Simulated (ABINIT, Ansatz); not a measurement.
Planning a run of ABINIT 10.8.3 on CdSe (F-43m). The input:

```
acell 3*1.0 Angstrom
rprim 
  0.000000000000 3.025000000000 3.025000000000
  3.025000000000 0.000000000000 3.025000000000
  3.025000000000 3.025000000000 0.000000000000
ntypat 2
znucl 48 34
natom 2
typat 1 2
xred 
  0.000000000000 0.000000000000 0.000000000000
  0.750000000000 0.750000000000 0.750000000000
pp_dirpath "pseudos"
pseudos "Cd.upf, Se.upf"
ecut 48
ngkpt 4 4 4
nshiftk 1
shiftk 0 0 0
kptopt 1
chksymbreak 0
istwfk *1
occopt 1
irdwfk 1
optdriver 4
nband 167
gwcalctyp 0
ecutsigx 48
symsigma 1
nkptgw 1
kptgw 
  0.0000000000 0.0000000000 0.0000000000
bdgw 
  20 26
ecuteps 6.5
irdscr 1
ppmodel 1
zcut 0.5 eV
indata_prefix "in"
outdata_prefix "out"
tmpdata_prefix "tmp"
```

```sh
OMP_NUM_THREADS=1 mpirun -n 4 abinit run.abi > log
```

Estimate wall time and host memory on 4 MPI ranks of Arm Neoverse V1, shared host.

It took 16 s; on shared hardware allow 7.8 s to 31 s. Peak host memory was 1.6 GiB.

[Paths, hosts, dates, memory and timing lines, banners, echoed tables and standing remarks are left out of the program output.]

[Logs are printed without paths, hosts, clocks, repeated set-up lines and the standing remarks that a program may print on its own settings, such as how far it seeks lower states.]

[Runs of the session that timed out or met a known fault of the program may be left out.]

[Hosts, paths, dates, database ids (printed as entryN), source tags and the programs' standing remarks are cut or masked in the printed files.]

[G0W0 gaps are taken among the corrected bands and points alone; a level outside them can change the order at an edge.]

[Where Ansatz stands beside ABINIT at settings called matched, ABINIT's density can come from a denser mesh and the files from another edition; pairs whose starting gaps differed by over 0.03 eV were left out, so agreement reads better than it is.]
